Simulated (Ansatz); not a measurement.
**Tl (fcc)**

Method: r²SCAN, scalar-relativistic; no spin polarisation; PAW, 500 eV, Γ-centred 14×14×14 mesh, 0.05 eV Gaussian smearing; code Ansatz. The datasets are Ansatz's generated set soft_2.

```xyz
1
Lattice="0.0000 2.4619 2.4619 2.4619 0.0000 2.4619 2.4619 2.4619 0.0000" Properties=species:S:1:pos:R:3 pbc="T T T"
Tl    0.0000    0.0000    0.0000
```

At room temperature and ambient pressure Tl is hcp.

**Question.** Which orbitals carry the states at the Fermi level, and how many states are there?

**Answer.** Within 0.1 eV of it: Tl 6p 80 %, Tl 6s 20 % (shares among the projected shells). The density of states at the Fermi level is about 0.61 states/eV per cell, averaged over 0.3 eV.

Density of states (tetrahedra, averaged over 0.4 eV; states/eV per cell of 1 atom; energy in eV from the Fermi level):

| E (eV) | DOS |
| --- | --- |
| -6.45 | 0.35 |
| -6.05 | 0.40 |
| -5.65 | 0.52 |
| -5.25 | 0.54 |
| -4.85 | 0.49 |
| -4.45 | 0.46 |
| -4.05 | 0.47 |
| -3.65 | 0.00 |
| -3.25 | 0.00 |
| -2.85 | 0.00 |
| -2.45 | 0.09 |
| -2.05 | 0.16 |
| -1.65 | 0.24 |
| -1.25 | 0.37 |
| -0.85 | 0.56 |
| -0.45 | 0.71 |
| -0.05 | 0.62 |
| 0.35 | 0.37 |
| 0.75 | 0.43 |
| 1.15 | 0.46 |
| 1.55 | 0.47 |
| 1.95 | 0.47 |
| 2.35 | 0.48 |
| 2.75 | 0.52 |
| 3.15 | 0.56 |
| 3.55 | 0.60 |
| 3.95 | 0.68 |

With 13 valence electrons in the calculation's cell and no magnetic order, the bands, two electrons each, can't all be full or empty: band theory demands a metal.

Scalar-relativistic only: spin–orbit splittings of the heavy atoms' levels are missing.
